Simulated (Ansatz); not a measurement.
Ga2AsP (R3m) from a database structure was relaxed with 3 functionals in the plane-wave code Ansatz, cell and atoms free, the symmetry of the start kept (meshes: PBE 8×8×8, r2SCAN 8×8×8, PBEsol 8×8×8). (Simulation; spin polarisation is off.)

The PBE result:
```yaml
crystal:
  lattice:
    - [1.98825, 1.14792, 6.49664]
    - [-1.98825, 1.14792, 6.49664]
    - [0.00000, -2.29584, 6.49664]
  atoms:
    - { symbol: Ga, position: [0.99746, 0.99746, 0.99746] }
    - { symbol: Ga, position: [0.50262, 0.50262, 0.50262] }
    - { symbol: P, position: [0.62506, 0.62506, 0.62506] }
    - { symbol: As, position: [0.12486, 0.12486, 0.12486] }
```

Space group R3m (No. 160), trigonal; conventional cell a = 3.977 Å, c = 19.490 Å, 22.24 Å³ an atom. Ga is surrounded by 3 P at 2.42 Å and 1 As at 2.48 Å; Ga is surrounded by 1 P at 2.39 Å and 3 As at 2.45 Å; P is surrounded by 4 Ga at 2.39–2.42 Å; As is surrounded by 4 Ga at 2.45–2.48 Å.

Question: Order the functionals by the relaxed volume, smallest first.
A. PBE
B. r2SCAN
C. PBEsol

Answer: C (21.34 Å³/atom), B (21.47 Å³/atom), A (22.24 Å³/atom).

Question: What lattice does r2SCAN give?

Answer: a = 3.930 Å, c = 19.260 Å; the volume differs by -3.5 % from PBE's. Ga is surrounded by 3 P at 2.39 Å and 1 As at 2.45 Å; Ga is surrounded by 1 P at 2.36 Å and 3 As at 2.42 Å; P is surrounded by 4 Ga at 2.36–2.39 Å (further sites aren't listed).

Question: How does the cell change with PBEsol?

Answer: a = 3.922 Å, c = 19.223 Å; the volume differs by -4.0 % from PBE's. Ga is surrounded by 3 P at 2.39 Å and 1 As at 2.45 Å; Ga is surrounded by 1 P at 2.36 Å and 3 As at 2.42 Å; P is surrounded by 4 Ga at 2.36–2.39 Å (further sites aren't listed).

Question: Held at the r2SCAN cell, what mean stress does PBE find, and does its sign point to its own minimum?

Answer: Yes. PBE +2.64 GPa, and its relaxed volume is +3.6 % from r2SCAN's. Compression counts positive, so a positive stress asks for a larger cell.
